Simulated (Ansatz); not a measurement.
# PtSe2 (Sudovikovite) (P-3m1) in Ansatz: a series of runs

Runs on PtSe2 (Sudovikovite). Level: PBE. Tasks: single point.

All numbers are computed with Ansatz 0.2.0; they aren't measurements. Logs are shortened: lines on timing, memory, paths and dates and some standing lists are left out, and cuts for length are marked.

### Step 1. The structure

Symmetry: P-3m1, No. 164, trigonal system. The conventional cell has a = 3.724 Å, b = 3.724 Å, c = 5.062 Å, α = 90.00°, β = 90.00°, γ = 120.00°. Pt (site symmetry -3m) has 6 Se at 2.49 Å as nearest neighbours. Se (site symmetry 3m) has 3 Pt at 2.49 Å as nearest neighbours.

### Step 2. Single point, PBE, 19.05 Å³/atom (volume scaled by 0.94)

Contents of input.yaml:

```yaml
crystal:
  lattice:
    - [3.6479786689, 0.0, 0.0]
    - [-1.8239893344, 3.1592421997, 0.0]
    - [0.0, 0.0, 4.9586648823]
  atoms:
    - { symbol: Pt, position: [0.0, 0.0, 0.0] }
    - { symbol: Se, position: [0.6666666667, 0.3333333333, 0.75] }
    - { symbol: Se, position: [0.3333333333, 0.6666666667, 0.25] }
kpoints:
  mp_grid: { grid: [8, 8, 5] }
scf:
  occupations: { method: fermi_dirac, width: 0.05 }
hamiltonian:
  xc: pbe
  pseudopotentials: { kind: all_electron, lapw: { basis_error: 0.001 } }
output:
  forces: true
  stress: true
  eigenvalues: true
```

Potentials or basis: all-electron LAPW, scalar-relativistic.

Command:

```bash
ansatz run input.yaml --threads 2 --pin off --max-ram 6144MiB --backend cpu --events-out ev --progress --plain --runs-dir out
```

Log:

```text
Warning: RAYON_NUM_THREADS=2 ignored (pool sized by the plan → 2); use --threads N
LAPW: plane waves up to 9.363 Å⁻¹, error target 1.0e-3 eV per atom; small_component_spin mean_spin; Se in spheres of 1.176 Å, 24 of its electrons in bands, Dirac shells []; Pt in spheres of 1.268 Å, 48 of its electrons in bands, Dirac shells [] (how accurate: hamiltonian.pseudopotentials.lapw.basis_error, Limitations)
Engine: ansatz 0.2.0, x86_64-unknown-linux-gnu
Pseudopotentials: kind: all_electron
Pseudopotential: Pt, LAPW, valence charge 48, lapw/all_electron/scalar/gaussian/Pt, Koelling and Harmon's equation, gaussian nucleus
Pseudopotential: Se, LAPW, valence charge 24, lapw/all_electron/scalar/gaussian/Se, Koelling and Harmon's equation, gaussian nucleus
Functional definition: PBE
  parameter kappa = 0.804
  parameter beta = 0.06672455060314922
  exchange = pbe_x(kappa = kappa, mu = beta*pi^2/3)
  correlation = pbe_c(beta = beta)
Crystal: 3 atoms, lattice volume = 57.148 Å³
Basis set: ecut = 334.0009310442837 eV, 795 PW (Γ), exchange–correlation at level 2
Bands: 58, of which v1, the nominal top of the filled ones, is band 48 counted from 1 (47 counted from 0)
Symmetry: 12 space group operations
Space group: P-3m1 (ITA 164), of the structure as read, at distance tolerance 3.9e-5 Å
k-points: 40 of 320
Non-local potential: Pt, projectors of the file, none
Non-local potential: Se, projectors of the file, none
Initial density: superposition of atomic densities (chi_scale 0.1, normalization cell, long waves kept (reshape's long-wave potential 0.02 eV rms))
Initial wavefunctions: plane waves of lowest kinetic energy (no species holds an atomic orbital)
Functional: x = pbe(κ = 0.804, μ = 0.2195149727645171), c = pbe(β = 0.06672455060314922)
iter 1 solved again at ethr=1.58e-3 eV; its pass at ethr=1.00e-1 eV (dr2=1.52e0 eV) is discarded
SCF iter   1: F=—  HF=-633210.184339 eV  |F-HF|=—  |Δ(HF+E_count)|=         —  Δρ=4.43e-2  dr2=1.52e0  ethr=1.58e-3  ⟨swp⟩=2.0  Hψ=14143  notcnv=0
preconditioner: auto → Resta (q_TF=auto, 2.975 Å⁻¹)  ε∞=3.9  [insulator: Δε(μ)=0.533 eV  Ē_g=13.580 eV  σ=0.050 eV  W_gap=0.98  n_scr=22 (ndim 8)  ℏωp=23.0 eV  f_vac=0.140  D(μ)=0.01/eV (n_scr^D=0)  ε∞_Penn≈3.9]
SCF iter   2: F=—  HF=-633209.865893 eV  |F-HF|=—  |Δ(HF+E_count)|=   3.18e-1  Δρ=2.61e-2  dr2=8.92e-1  ethr=1.58e-3  ⟨swp⟩=3.0  Hψ=7114  notcnv=0
preconditioner: auto → LDOS  [metal: Δε(μ)=0.059 eV  Ē_g=14.056 eV  σ=0.050 eV  W_gap=0.28  n_scr=22 (ndim 8)  ℏωp=23.0 eV  f_vac=0.150  D(μ)=0.88/eV (n_scr^D=2)  β→1.0]
iter 3 solved again at ethr=1.76e-5 eV; its pass at ethr=9.29e-4 eV (dr2=1.69e-2 eV) is discarded
SCF iter   3: F=—  HF=-633209.461529 eV  |F-HF|=—  |Δ(HF+E_count)|=   4.04e-1  Δρ=6.58e-3  dr2=1.69e-2  ethr=1.76e-5  ⟨swp⟩=2.0  Hψ=11645  notcnv=0
SCF iter   4: F=—  HF=-633209.464733 eV  |F-HF|=—  |Δ(HF+E_count)|=         —  Δρ=8.48e-4  dr2=6.16e-4  ethr=1.76e-5  ⟨swp⟩=2.0  Hψ=6730  notcnv=0
the basis was enlarged: its passes take 719.4 KiB over the memory plan, 2 of 2 planned eigensolver slots
SCF iter   5: F=—  HF=-633209.460902 eV  |F-HF|=—  |Δ(HF+E_count)|=   3.83e-3  Δρ=3.28e-4  dr2=4.48e-5  ethr=6.41e-7  ⟨swp⟩=2.0  Hψ=6729  notcnv=0
SCF iter   6: F=—  HF=-633209.460947 eV  |F-HF|=—  |Δ(HF+E_count)|=   4.53e-5  Δρ=1.45e-4  dr2=1.84e-5  ethr=4.67e-8  ⟨swp⟩=3.0  Hψ=7144  notcnv=0
SCF iter   7: F=—  HF=-633209.460943 eV  |F-HF|=—  |Δ(HF+E_count)|=   4.56e-6  Δρ=3.15e-5  dr2=6.84e-7  ethr=1.91e-8  ⟨swp⟩=2.3  Hψ=6742  notcnv=0
SCF iter   8: F=-633209.460943 eV  HF=-633209.460943 eV  |F-HF|=1.44e-8  |Δ(HF+E_count)|=   2.95e-7  Δρ=9.92e-6  dr2=3.76e-8  ethr=7.13e-10  ⟨swp⟩=3.0  Hψ=7077  notcnv=0
SCF 1 converged in 8 iterations: F = -633209.460943 eV  dr2 = 3.76e-8
SCF converged after 8 iterations
Free energy (F): -633209.460943 eV
Harris-Foulkes:  -633209.460943 eV  (|F-HF|=1.44e-8)
Internal energy: -633209.455551 eV  (E = F + TS)
E sigma→0 (E₀):  -633209.458247 eV
Entropy (-TS):   -0.005392 eV (-1.797 meV/atom)
Fermi energy:    16.656030 eV
--- Per-component energies (eV) ---
  E_band       = -9769.995966
  E_kinetic    = 704294.474874
  E_xc         = -14488.408273
  E_electrostatic = -1323015.522153  (all electrons and nuclei)
  E_smearing   = -0.005392  (= −TS)
  E_closure    = 0.000000  (closes the sum)
  E_atoms      = -633195.561846  (free atoms, spherical and without spin; not in F)
  Σ components = -633209.460943   (vs F -633209.460943, Δ=0.00e0)
  Basis errors (estimates in eV, not in F): energy 4.4e-4 per atom: plane waves 4.0e-4 (2.2e-4 summed), levels above the bands 4.2e-110, relativity 6.3e-8, radial functions 4.0e-5, core shells 1.7e-8; eigenvalues (radial functions only) 2.2e-6; not estimated: angular momenta, meshes, grids; target (lapw.basis_error) 1.0e-3; muffin-tin radii Se 1.176 Å, Pt 1.268 Å
--- Forces (eV/Å), atoms counted from 1 ---
  atom   1  Pt    -0.00000000     0.00000000     0.00000000
  atom   2  Se    -0.00000000     0.00000000    -1.47025329
  atom   3  Se     0.00000000    -0.00000000     1.47025329
  max |Σ_I F_I| component: 5.78e-18 eV/Å
--- Stress (GPa, compression-positive) ---
       19.573932      -0.000000       0.000000
       -0.000000      19.573932       0.000000
        0.000000      -0.000000      14.005683
  P = ⅓ Tr σ = 17.7178 GPa (177.178 kbar)
--- Band table (eV; the first three rows and the last of 40) ---
  k-point 0: bands = ["-500.7316", "-500.7316", "-500.7153", "-288.0852", "-288.0852", "-287.9768", "-287.9768", "-287.9690", "-192.4304", "-192.4304", "-131.9054", "-131.9054", "-131.9054", "-131.9054", "-131.8819", "-131.8818", "-83.2610", "-51.8115", "-51.8014", "-51.8014", "-51.7564", "-51.7351", "-51.7351", "-51.6635", "-37.5293", "-37.5293", "-37.4379", "-32.1264", "-32.1264", "-32.1228", "-32.1228", "-32.1098", "-32.1098", "-32.1032", "-32.1032", "-32.0986", "-32.0982", "0.2635", "3.4752", "8.7959", "9.5365", "9.5365", "12.1526", "12.1526", "13.7844", "15.4275", "15.4275", "16.9948", "18.1417", "18.1417", "20.0391", "21.2600", "23.8494", "23.8494", "28.6573", "29.1387", "29.1387", "29.1639"]
  k-point 1: bands = ["-500.7316", "-500.7316", "-500.7153", "-288.0852", "-288.0852", "-287.9768", "-287.9768", "-287.9690", "-192.4304", "-192.4304", "-131.9054", "-131.9054", "-131.9054", "-131.9054", "-131.8819", "-131.8819", "-83.2610", "-51.8115", "-51.8014", "-51.8014", "-51.7564", "-51.7351", "-51.7351", "-51.6635", "-37.5293", "-37.5293", "-37.4379", "-32.1262", "-32.1262", "-32.1228", "-32.1228", "-32.1093", "-32.1093", "-32.1037", "-32.1037", "-32.0987", "-32.0981", "0.4209", "3.0624", "9.3831", "9.5553", "9.5553", "12.1393", "12.1393", "13.7394", "15.2473", "15.2473", "16.1695", "18.4657", "18.4657", "20.3493", "22.1061", "23.7304", "23.7304", "27.4489", "27.5828", "27.5828", "28.6467"]
  k-point 2: bands = ["-500.7316", "-500.7316", "-500.7153", "-288.0852", "-288.0852", "-287.9768", "-287.9768", "-287.9690", "-192.4304", "-192.4304", "-131.9054", "-131.9054", "-131.9054", "-131.9054", "-131.8819", "-131.8819", "-83.2610", "-51.8115", "-51.8014", "-51.8014", "-51.7564", "-51.7351", "-51.7351", "-51.6635", "-37.5293", "-37.5293", "-37.4379", "-32.1260", "-32.1260", "-32.1229", "-32.1229", "-32.1085", "-32.1085", "-32.1047", "-32.1047", "-32.0988", "-32.0980", "0.7859", "2.3552", "9.5862", "9.5862", "10.4751", "12.1195", "12.1195", "13.4915", "14.9961", "14.9961", "15.0582", "19.0077", "19.0077", "21.1381", "23.1727", "23.4120", "23.4120", "25.8386", "26.6517", "26.6617", "26.6617"]
  k-point 39: bands = ["-500.7316", "-500.7316", "-500.7153", "-288.0852", "-288.0852", "-287.9768", "-287.9768", "-287.9690", "-192.4304", "-192.4304", "-131.9054", "-131.9054", "-131.9054", "-131.9054", "-131.8819", "-131.8819", "-83.2607", "-51.8115", "-51.8014", "-51.8014", "-51.7565", "-51.7351", "-51.7351", "-51.6635", "-37.5406", "-37.5371", "-37.4370", "-32.1256", "-32.1252", "-32.1243", "-32.1231", "-32.1085", "-32.1065", "-32.1060", "-32.1056", "-32.0977", "-32.0977", "2.4521", "2.6160", "9.0880", "9.6230", "10.2758", "11.3576", "11.7656", "12.4552", "12.5943", "13.7856", "14.0779", "18.1662", "18.7458", "22.6817", "23.5430", "24.4137", "24.8186", "26.1996", "27.0216", "27.6418", "28.8151"]
```

Run time: 37 s. Hardware: 2 threads of Intel Xeon at 2.50GHz (Skylake/Cascade Lake), shared host; peak memory 0.57 GiB.

Results:

```yaml
Free_energy: -633209.4609 eV
Pressure: 17.7 GPa
Largest_force: 1.470 eV/Å
Band_gap_on_the_k_mesh: none (metal or under the smearing width)
```

Caveat: forces of over 1 eV/Å show positions far from the minimum, so gaps and moduli don't describe the material at rest.

### Step 3. Single point, PBE, 19.45 Å³/atom (volume scaled by 0.96)

input.yaml, as its differences from that of step 2:

```diff
@@ -2,5 +2,5 @@
   lattice:
-    - [3.6479786689, 0.0, 0.0]
-    - [-1.8239893344, 3.1592421997, 0.0]
-    - [0.0, 0.0, 4.9586648823]
+    - [3.6736695059, 0.0, 0.0]
+    - [-1.836834753, 3.1814911172, 0.0]
+    - [0.0, 0.0, 4.9935862081]
   atoms:
```

Potentials or basis: all-electron LAPW, scalar-relativistic.

Command:

```bash
ansatz run input.yaml --threads 2 --pin off --max-ram 6144MiB --backend cpu --events-out ev --progress --plain --runs-dir out
```

Run time: 35 s. Hardware: 2 threads of Intel Xeon at 2.50GHz (Skylake/Cascade Lake), shared host; peak memory 0.55 GiB.

It converged, with:

```
Free energy            : -633209.5804 eV
Pressure               : 13.9 GPa
Largest force          : 1.151 eV/Å
Band gap on the k mesh : none (metal or under the smearing width)
```

Caveat: forces of over 1 eV/Å show positions far from the minimum, so gaps and moduli don't describe the material at rest.

### Step 4. Single point, PBE, 19.86 Å³/atom (volume scaled by 0.98)

input.yaml, as its differences from that of step 3:

```diff
@@ -2,5 +2,5 @@
   lattice:
-    - [3.6736695059, 0.0, 0.0]
-    - [-1.836834753, 3.1814911172, 0.0]
-    - [0.0, 0.0, 4.9935862081]
+    - [3.6990059583, 0.0, 0.0]
+    - [-1.8495029792, 3.2034331287, 0.0]
+    - [0.0, 0.0, 5.028025822]
   atoms:
```

Command:

```bash
ansatz run input.yaml --threads 2 --pin off --max-ram 6144MiB --backend cpu --events-out ev --progress --plain --runs-dir out
```

It took 34 s on 2 threads of Intel Xeon at 2.50GHz (Skylake/Cascade Lake), shared host; peak memory 0.56 GiB.

The run converged. Its results:

- Free energy: -633209.6722 eV
- Pressure: 10.4 GPa
- Largest force: 0.858 eV/Å
- Band gap on the k mesh: none (metal or under the smearing width)

### Step 5. Single point, PBE, 20.27 Å³/atom

input.yaml, as its differences from that of step 4:

```diff
@@ -2,5 +2,5 @@
   lattice:
-    - [3.6990059583, 0.0, 0.0]
-    - [-1.8495029792, 3.2034331287, 0.0]
-    - [0.0, 0.0, 5.028025822]
+    - [3.724, 0.0, 0.0]
+    - [-1.862, 3.2250786037, 0.0]
+    - [0.0, 0.0, 5.062]
   atoms:
```

Command:

```bash
ansatz run input.yaml --threads 2 --pin off --max-ram 6144MiB --backend cpu --events-out ev --progress --plain --runs-dir out
```

It took 33 s on 2 threads of Intel Xeon at 2.50GHz (Skylake/Cascade Lake), shared host; peak memory 0.55 GiB.

It converged, with:

* Free energy: -633209.7392 eV
* Pressure: 7.3 GPa
* Largest force: 0.590 eV/Å
* Band gap on the k mesh: none (metal or under the smearing width)

### Step 6. Single point, PBE, 20.67 Å³/atom (volume scaled by 1.02)

input.yaml, as its differences from that of step 5:

```diff
@@ -2,5 +2,5 @@
   lattice:
-    - [3.724, 0.0, 0.0]
-    - [-1.862, 3.2250786037, 0.0]
-    - [0.0, 0.0, 5.062]
+    - [3.7486629704, 0.0, 0.0]
+    - [-1.8743314852, 3.2464373626, 0.0]
+    - [0.0, 0.0, 5.0955241558]
   atoms:
```

Potentials or basis: all-electron LAPW, scalar-relativistic.

Command:

```bash
ansatz run input.yaml --threads 2 --pin off --max-ram 6144MiB --backend cpu --events-out ev --progress --plain --runs-dir out
```

Run time: 37 s. Hardware: 2 threads of Intel Xeon at 2.50GHz (Skylake/Cascade Lake), shared host; peak memory 0.55 GiB.

Results (log left out):

```yaml
Free_energy: -633209.7841 eV
Pressure: 4.6 GPa
Largest_force: 0.344 eV/Å
Band_gap_on_the_k_mesh: none (metal or under the smearing width)
```

### Step 7. Single point, PBE, 21.08 Å³/atom (volume scaled by 1.04)

input.yaml, as its differences from that of step 6:

```diff
@@ -2,5 +2,5 @@
   lattice:
-    - [3.7486629704, 0.0, 0.0]
-    - [-1.8743314852, 3.2464373626, 0.0]
-    - [0.0, 0.0, 5.0955241558]
+    - [3.7730056198, 0.0, 0.0]
+    - [-1.8865028099, 3.2675187154, 0.0]
+    - [0.0, 0.0, 5.1286129021]
   atoms:
```

Command:

```bash
ansatz run input.yaml --threads 2 --pin off --max-ram 6144MiB --backend cpu --events-out ev --progress --plain --runs-dir out
```

It took 38 s on 2 threads of Intel Xeon at 2.50GHz (Skylake/Cascade Lake), shared host; peak memory 0.55 GiB.

The run converged. Its results:

* Free energy: -633209.8091 eV
* Pressure: 2.1 GPa
* Largest force: 0.118 eV/Å
* Band gap on the k mesh: none (metal or under the smearing width)

### Step 8. Single point, PBE, 21.48 Å³/atom (volume scaled by 1.06)

input.yaml, as its differences from that of step 7:

```diff
@@ -2,5 +2,5 @@
   lattice:
-    - [3.7730056198, 0.0, 0.0]
-    - [-1.8865028099, 3.2675187154, 0.0]
-    - [0.0, 0.0, 5.1286129021]
+    - [3.7970381507, 0.0, 0.0]
+    - [-1.8985190754, 3.2883314977, 0.0]
+    - [0.0, 0.0, 5.1612801071]
   atoms:
```

Command:

```bash
ansatz run input.yaml --threads 2 --pin off --max-ram 6144MiB --backend cpu --events-out ev --progress --plain --runs-dir out
```

It took 35 s on 2 threads of Intel Xeon at 2.50GHz (Skylake/Cascade Lake), shared host; peak memory 0.55 GiB.

The run converged. Its results:

```
Free energy            : -633209.8164 eV
Pressure               : -0.1 GPa
Largest force          : 0.090 eV/Å
Band gap on the k mesh : none (metal or under the smearing width)
```

### Step 9. The reference run

An earlier run on the cell as given: functional PBE; potentials or basis all-electron LAPW, scalar-relativistic; cutoff 317 eV (chosen from the basis error); basis error allowed 0.001 eV/atom; k mesh 8 × 8 × 5; occupations fermi-dirac, width 0.05 eV; no spin polarisation.

- Pressure: 7.3 GPa
- Largest force: 0.590 eV/Å
- Band gap on the k mesh: none (metal or under the smearing width)
- Loewdin charges: Pt +0.52; Se -0.16 e
